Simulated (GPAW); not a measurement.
Input of a GPAW 26.7.0 run:

Contents of run.py:

```python
from ase.dft.bandgap import bandgap
from ase.io import read, write
from ase.units import Bohr, GPa
from gpaw import GPAW, PW
from gpaw.elf import elf_from_dft_calculation

atoms = read('ZnS.xyz')

calc = GPAW(mode=PW(600),
            xc='PBE',
            kpts={'size': (9, 9, 9), 'gamma': True},
            occupations={'name': 'methfessel-paxton', 'order': 0, 'width': 0.016},
            nbands=18,
            convergence={'density': 1e-05, 'energy': 1e-05},
            maxiter=150,
            txt='gpaw.txt')
atoms.calc = calc
energy = atoms.get_potential_energy()
forces = atoms.get_forces()
stress = atoms.get_stress()
calc.write('gs.gpw')
write('result.traj', atoms)
print(f'Energy: {energy:.6f} eV')
print('Forces (eV/A):')
print(forces.round(4))
print('Stress (GPa):', (stress / GPa).round(3))
print('Fermi level:', round(calc.get_fermi_level(), 4), 'eV')
print(f'Gap: {bandgap(calc)[0]:.4f} eV, direct: {bandgap(calc, direct=True)[0]:.4f} eV')

# fields on the real-space grid
write('density.cube', atoms, data=calc.get_pseudo_density() * Bohr**3)
write('potential.cube', atoms, data=calc.get_electrostatic_potential())
write('elf.cube', atoms, data=elf_from_dft_calculation(calc).data)
```

ZnS.xyz

```xyz
2
Lattice="0.0000000000 2.7020000000 2.7020000000 2.7020000000 0.0000000000 2.7020000000 2.7020000000 2.7020000000 0.0000000000" Properties=species:S:1:pos:R:3 pbc="T T T"
Zn     4.0530000000      4.0530000000      4.0530000000
S      0.0000000000      0.0000000000      0.0000000000
```

Potentials or basis: GPAW PAW data sets (gpaw-data 1.2.1), pw.

The run is started by

```bash
$ OMP_NUM_THREADS=1 python run.py
```

Q: What does it give for the band gap on the k mesh?

A: 2.10 eV, direct.

Q: What does it give for the pressure?

A: 1.6 GPa.

**The experiment to reproduce.**

From “Electronic, vibrational, and thermodynamic properties of ZnS (zincblende and rocksalt structure)”, 2009, arxiv:0911.5022, for a bulk crystal of ZnS at 19 K: band gap 3.85 eV (direct).

Measured gap of ZnS: 3.85 eV (direct; 19 K; quoted in “Electronic, vibrational, and thermodynamic properties of ZnS (zincblende and rocksalt structure)”, 2009, arxiv:0911.5022). This calculation gives 2.10 eV (-1.75 eV). The value is that of PBE, without temperature or zero-point motion. Semilocal functionals fall short of measured gaps as a rule.
